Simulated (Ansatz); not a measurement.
# TiO₂: opening a crack plane

TiO₂, I4_1/amd, a = 3.799 Å, c = 9.697 Å. The compound has several low-lying forms, and this is one of them. Ansatz: PBE, PAW, 420 eV, Γ-centred 7×7×3 mesh on 12 atoms, Gaussian smearing 0.05 eV; no spin polarisation. One cut on (001) per cell of 12 atoms is opened rigidly by x, between planes of O and O that stand 1.58 Å apart; y is the energy per area (14.434 Å², 1 eV/Å² = 16.02 J/m²).

| x (Å) | y (J/m²) |
| --- | --- |
| 0.00 | 0.000 |
| 0.25 | 0.326 |
| 0.50 | 0.848 |
| 0.75 | 1.285 |
| 1.00 | ? |
| 1.50 | 1.935 |
| 2.00 | 2.077 |
| 3.00 | 2.163 |
| 4.50 | 2.183 |
| 6.00 | 2.185 |

Question: Fit the universal binding curve y = W[1 − (1 + x/l) e^(−x/l)] to the other rows, give the peak stress, and predict the missing value.

Answer: Least squares gives W = 2.17 J/m² and l = 0.376 Å. The stress dy/dx peaks at x = l with W/(e l) = 21.2 GPa, for rigid faces. At x = 1.00: x/l = 2.660, y = 1.614 J/m². The run gave 1.594 J/m², so the fit is 0.020 J/m² too high, within twice the rms miss on the fitted rows (0.018 J/m²).

Cost: 12 runs of about 3.9 core-minutes in all, on Arm Neoverse V2 (shared hosts).